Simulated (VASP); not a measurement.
Runs of VASP 6.6.1 on Co. The cell holds a slab with vacuum, 5 atoms: a = 2.487 Å, b = 2.487 Å, c = 23.127 Å, α = 90.00°, β = 90.00°, γ = 120.00°. 

```tsv
level	gap on the mesh (eV)	moment (μB)
BLYP	none	8.03
revPBE	none	(a)
RPBE	none	8.08
PBE	none	(b)
PBEsol	none	7.94
```

Alike in all rows: task relaxation of the atoms; potentials or basis VASP PAW PBE potentials, release 64 (Co); spin collinear, ferromagnetic start; cell atoms relaxed; k mesh 9 × 9 × 1; cutoff (eV) 520; smearing fermi-dirac 0.05 eV.

Problem. Fill in the values left out.

Solution. (a) 8.06; (b) 8.00.

A gap of «none» marks a metal or a gap under the smearing width.
